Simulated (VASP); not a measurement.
**KBr: NMR shieldings**

Wanted: the shieldings and field gradients at the nuclei of KBr. The cell is of the CsCl type, one of the forms listed for this formula, which need not be the common one. The start is a computed cell from the Materials Project.

Main program and level: VASP 6.6.1; LDA; plane waves and PAW (Br, K_sv), in the first sound run; inputs show where later runs differ.

This is a report of a sequence of runs, with most program output left out.

## Step 1: The starting structure

The structure is cubic, space group Pm-3m (No. 221). Conventional cell: a = 4.043 Å, b = 4.043 Å, c = 4.043 Å, α = 90.00°, β = 90.00°, γ = 90.00°. Nearest to Br lie 8 K at 3.50 Å. K has 8 Br at 3.50 Å nearest. Farther neighbours and most contacts between anions are not listed.

## Step 2: Ground state

The next steps need an insulator, so the gap is checked first.

INCAR reads:

```
SYSTEM = KBr
PREC = Accurate
ENCUT = 400
EDIFF = 1E-07
NELM = 100
ISMEAR = 0
SIGMA = 0.01
LREAL = .FALSE.
ALGO = Normal
GGA = CA
NBANDS = 14
LORBIT = 11
LWAVE = .FALSE.
LCHARG = .FALSE.
KPAR = 4
```

POSCAR reads:

```
KBr
1.0
    4.0434990000      0.0000000000      0.0000000000
    0.0000000000      4.0434990000      0.0000000000
    0.0000000000      0.0000000000      4.0434990000
Br K
1 1
Direct
    0.5000000000      0.5000000000      0.5000000000
    0.0000000000      0.0000000000      0.0000000000
```

KPOINTS reads:

```
Automatic mesh
0
Gamma
5 5 5
0 0 0
```

PAW data sets: Br and K_sv (PBE family, release 64).

On the command line:

```console
$ mpirun -np 4 vasp_std
```

The job ended after 1.6 s (4 MPI ranks of Intel Xeon 6975P-C (Granite Rapids), shared host; peak memory 0.51 GiB; 4.2 s of CPU time).

The gap is read on the k-mesh alone, so it is an upper bound where the band edges lie off the mesh. The PAW data sets were made with PBE, though LDA sets exist; this is a small mismatch.

A gap read on the k-mesh alone can miss the band edges.

Numbers from this step:

- free energy (TOTEN): -6.751 eV
- Fermi energy: -0.9542 eV
- pressure: -2.617 GPa
- gap on the k-mesh: 3.525 eV
- least direct gap on the k-mesh: 3.747 eV

The cell has a gap of 3.52 eV on this mesh and a pressure of -2.6 GPa, which holds the misfit of the given cell and coordinates with this functional, and any error of cutoff, mesh and data sets. Spin-orbit coupling is left out, which can shift or reorder these edges.

## Step 3: Shielding tensors

This step: chemical shifts by linear response (GIPAW), LDA; plane waves and PAW (Br, K_sv) (VASP 6.6.1).

LCHIMAG computes the induced currents by linear response. It needs tightly converged orbitals and a cutoff well above the default; LEFG adds the field gradients at no cost.

INCAR reads:

```
SYSTEM = KBr
PREC = Accurate
ENCUT = 370
EDIFF = 1E-09
NELM = 100
ISMEAR = 0
SIGMA = 0.01
LREAL = .FALSE.
ALGO = Normal
GGA = CA
NBANDS = 14
LWAVE = .FALSE.
LCHARG = .FALSE.
KPAR = 4
LCHIMAG = .TRUE.
LEFG = .TRUE.
DQ = 0.001
ICHIBARE = 1
LNMR_SYM_RED = .TRUE.
```

POSCAR is that of step 2.

KPOINTS reads:

```
Automatic mesh
0
Gamma
6 6 6
0 0 0
```

Potentials, in the order of the species: Br and K_sv (LDA family, release 64).

On the command line:

```console
$ mpirun -np 4 vasp_std
```

It took 39 s on 4 MPI ranks; peak memory 0.72 GiB; 2.3 min of CPU time.

This step gave:

- free energy (TOTEN): -6.684 eV
- Fermi energy: -0.8288 eV
- pressure: -2.648 GPa
- gap on the k-mesh: 3.482 eV
- least direct gap on the k-mesh: 3.751 eV

Valence and core; the G = 0 term is that of a spherical sample. NMR shielding, by row:

| atom | isotropic shielding (ppm) | span (ppm) | skew | isotropic shielding without the G = 0 term (ppm) |
| --- | --- | --- | --- | --- |
| Br1 | 2441 | 0 | - | 2430 |
| K2 | 1163 | 0 | - | 1152 |

Ordered as |Vzz| ≥ |Vxx| ≥ |Vyy|, the program's way. Electric field gradients, by row:

```
atom  Vxx (V/Å²)  Vyy (V/Å²)  Vzz (V/Å²)  asymmetry
 Br1           0           0           0          -
  K2           0           0           0          -
```

## Step 4: Results

| Property | Result |
| --- | --- |
| Br, isotropic shielding | 2441.4 ppm |
| K, isotropic shielding | 1162.7 ppm |

In words: At LDA the isotropic shieldings are Br 2441.4 ppm; K 1162.7 ppm. In the first shielding run all tensors are isotropic to 0.5 ppm, as the cubic site symmetry asks. In the undistorted cell the field gradients vanish by symmetry; what its table shows is numerical noise. Shifts were not obtained, since a shift is the shielding of a reference compound, computed alike, less these values. The G = 0 term is the part set by the sample's shape, taken here for a sphere. Spin-orbit effects on the shifts of and near heavy atoms are left out. No finer mesh was run, so convergence in it isn't shown. VASP's guide advises NLSPLINE for shieldings, which this input doesn't set; the effect wasn't tested. The cell is of the CsCl type, one of the forms listed for this formula, which need not be the common one.

[Lines on the potential files, build, host, timing and source positions are cut from VASP's logs without a mark.]

[Logs are printed without paths, hosts, clocks, repeated set-up lines and the standing remarks that a program may print on its own settings, such as how far it seeks lower states.]

[Hosts, paths, dates, database ids (printed as entryN), source tags and the programs' standing remarks are cut or masked in the printed files.]
